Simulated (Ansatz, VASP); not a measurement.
Hg in VASP and in Ansatz

```
Hg
1.0
     0.00000    2.25955    2.25955
     2.25955    0.00000    2.25955
     2.25955    2.25955    0.00000
Hg
1
Direct
  0.00000 0.00000 0.00000
```

The cell was built by a generator and needn't be a form met in nature.

Alike in both runs: task relaxation of cell and atoms; functional PBEsol; k mesh 12 × 12 × 12; occupations fermi-dirac, width 0.1 eV; no spin polarisation.

|  | VASP | Ansatz |
| --- | --- | --- |
| version | VASP 6.6.1 | Ansatz 0.2.0 |
| potentials or method | VASP PAW PBE potentials, release 64 (Hg) | plane waves (420 eV) with PAW, scalar-relativistic |
| plane-wave cutoff (eV) | 600 | 420 |
| valence electrons in the cell | 12 | 20 |

|  | VASP | Ansatz | Ansatz less VASP |
| --- | --- | --- | --- |
| relaxed volume (Å³/atom) | 23.63 | 23.37 | -0.254 |
| relaxed cell length with the largest relative difference (Å) | 3.221 | 3.209 | -0.0116 |
| energy change over the relaxation (meV/atom) | -2 | 0 | +1.2 |

The two sets of potentials don't hold the same shells in valence. Ansatz warned: «pseudo_functional_mismatch».

Caveats: the PAW data sets were made with another functional, which shifts forces and pressure a little (VASP). The runs have no spin-orbit coupling, so splittings on Hg are missing.
